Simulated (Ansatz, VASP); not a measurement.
## GaAs, level by level in two programs

```xyz
2
Lattice="0.0000 2.7886 2.7886 2.7886 0.0000 2.7886 2.7886 2.7886 0.0000" Properties=species:S:1:pos:R:3 pbc="T T T"
As    4.1830    4.1830    4.1830
Ga    0.0000    0.0000    0.0000
```

Change from the starting cell: volume scaled by 0.96.

Single points on this cell with VASP 6.6.1 and Ansatz 0.2.0. Each row is one pair of runs. Alike in all rows: spin: off; k mesh: 8 × 8 × 8; smearing: fermi-dirac, width 0.05 eV; VASP's potentials, cutoff: VASP PAW PBE potentials, release 64 (As, Ga_d), 520 eV.

```tsv
level	Ansatz's potentials, cutoff	gap on the k mesh at the Fermi level (eV), VASP	gap on the k mesh at the Fermi level (eV), Ansatz	least direct gap on the mesh (eV), VASP	least direct gap on the mesh (eV), Ansatz	pressure (GPa), VASP	pressure (GPa), Ansatz
PBE	Ansatz PAW, 420 eV	0.83	0.83	0.83	0.83	6.9	6.7
PBE	PseudoDojo standard (PBE files), 1143 eV	0.83	0.83	0.83	0.83	6.9	6.8
PBE	Ansatz PAW earlier set, 1020 eV	0.83	?	0.83	?	6.9	?
```

**Question.** Fill in what Ansatz gave in row 3.

**Answer.** gap on the k mesh at the Fermi level (eV): 0.83; least direct gap on the mesh (eV): 0.83; pressure (GPa): 6.7.
